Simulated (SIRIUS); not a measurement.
# Ru in SIRIUS: convergence with lmax of the augmentation

The system is Ru.

```
Ru
1.0
     2.70580    0.00000    0.00000
    -1.35290    2.34329    0.00000
     0.00000    0.00000    4.28190
Ru
2
Direct
  0.67236 0.34385 0.74518
  0.32157 0.68043 0.24367
```

The cell isn't the ideal one: atoms moved at random.

* Program: SIRIUS 7.12.0
* Task: convergence study
* Functional: PBE
* Potentials or basis: all-electron FP-LAPW
* Cutoff: 178 eV
* Basis: apw+lo standard
* k mesh: 11 × 11 × 6
* Occupations: fermi-dirac, width 0.05 eV
* Spin: no spin polarisation

These are the settings of the first run; the series varies lmax of the augmentation, with any setting tied to it.

Hardware: 1 thread of Arm Neoverse V2, on a shared host.

| lmax of the augmentation | energy less the tightest run, at zero smearing (meV/atom) | largest force (eV/Å) | SCF cycles | CPU time (s) | peak memory (GiB) |
| --- | --- | --- | --- | --- | --- |
| 4 | -1060.28 | 0.154 | 8 | 95 | 0.52 |
| 5 | -306.60 | 0.204 | 8 | 100 | 0.57 |
| 6 | -101.42 | 0.291 | 8 | 110 | 0.64 |
| 8 | -15.20 | 0.347 | 8 | 140 | 0.79 |
| 10 | -1.24 | 0.350 | 8 | 180 | 0.99 |
| 12 | -0.02 | 0.350 | 8 | 230 | 1.2 |
| 14 | 0.00 | 0.350 | 8 | 310 | 1.5 |

Against the tightest run, the energy stays within 1 meV/atom from 12 on; the largest force stays within 0.005 eV/Å from 8 on. The tightest run that finished is the yardstick and may itself not be fully converged.
